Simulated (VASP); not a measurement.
The system is B.

```
B
1.0
     0.00000    1.54251    1.54251
     1.54251    0.00000    1.54251
     1.54251    1.54251    0.00000
B
1
Cartesian
  0.0000 0.0000 0.0000
```

The cell was built by a generator and needn't be a form met in nature.

```yaml
Program: VASP 6.6.1
Task: relaxation of cell and atoms
Functional: PBEsol
Potentials_or_basis: VASP PAW PBE potentials, release 64 (B)
Cutoff: 600 eV
k_mesh: 10 × 10 × 10
Occupations: gaussian, width 0.1 eV
Spin: no spin polarisation
```

At the start: pressure -42.8 GPa; volume 7.34 Å³/atom.

Task: Where does the relaxation end?

Result: Over 3 steps the energy falls by 242.4 meV/atom and the volume is 5.82 Å³/atom (-20.7 %); space group Fm-3m (No. 225, to 0.05 Å).

The path:
| step | energy change (eV) | largest force (eV/Å) | pressure (GPa) | volume (Å³) |
| --- | --- | --- | --- | --- |
| 1 | 0.0000 | 0.0000 | -42.80 | 7.34 |
| 2 | -0.2181 | 0.0000 | 21.42 | 5.45 |
| 3 | -0.2424 | 0.0000 | 0.39 | 5.82 |

Final structure:
```
B
1.0
     0.00000    1.42779    1.42779
     1.42779    0.00000    1.42779
     1.42779    1.42779    0.00000
B
1
Direct
  0.00000 0.00000 0.00000
```

Caveat: the volume moved by over 15 % at a fixed basis, so the end points are rough; the PAW data sets were made with another functional, which shifts forces and pressure a little.
